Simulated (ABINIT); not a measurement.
A run of ABINIT 10.8.3 (patched build):

Contents of run.abi:

```
# Pseudopotentials
pp_dirpath "./"
pseudos "42_Mo_14_2.0_2.6_pbe_n_v1.0.psp8, 16_S_6_1.8_1.9_pbe_n_v1.0.psp8"

# Structure
acell 3.2274645616 3.2274645615 6.31247342 Angstrom
rprim
     1.0000000000     0.0000000000     0.0000000000
    -0.5000000000     0.8660254038     0.0000000000
     0.0000000000     0.0000000000     1.0000000000
ntypat 2
znucl 42 16
natom 3
typat 1 2 2
xred
     0.0000000000     0.0000000000     0.5000000000
     0.6666666667     0.3333333333     0.7446806800
     0.3333333333     0.6666666667     0.2553193200

# Plane-wave basis
ecut 22.0

# k points
kptopt 1
ngkpt 9 9 4
nshiftk 1
shiftk 0.0 0.0 0.0

# Exchange and correlation
ixc 11

# Bands and occupations
nband 17
occopt 3
tsmear 0.05 eV

# SCF cycle
nstep 100
tolvrs 1.0e-10

# Output
iomode 3
prtwf 0
prtden 0
prteig 0
prtebands 0
enunit 1
```

Potentials or basis: SPMS NC PBE v1.0.

Run with:

```bash
$ abinit run.abi > log 2>&1
```

Hardware: 1 thread of Arm Neoverse V1 (shared host).

Problem. How long does it take, and how much memory?

Solution. Wall time 54 s on 1 thread of Arm Neoverse V1, on a shared host, peak memory 0.08 GiB. Counts: scf iterations 12, mpi ranks 1, k points 43, bands 17, plane waves 1922.
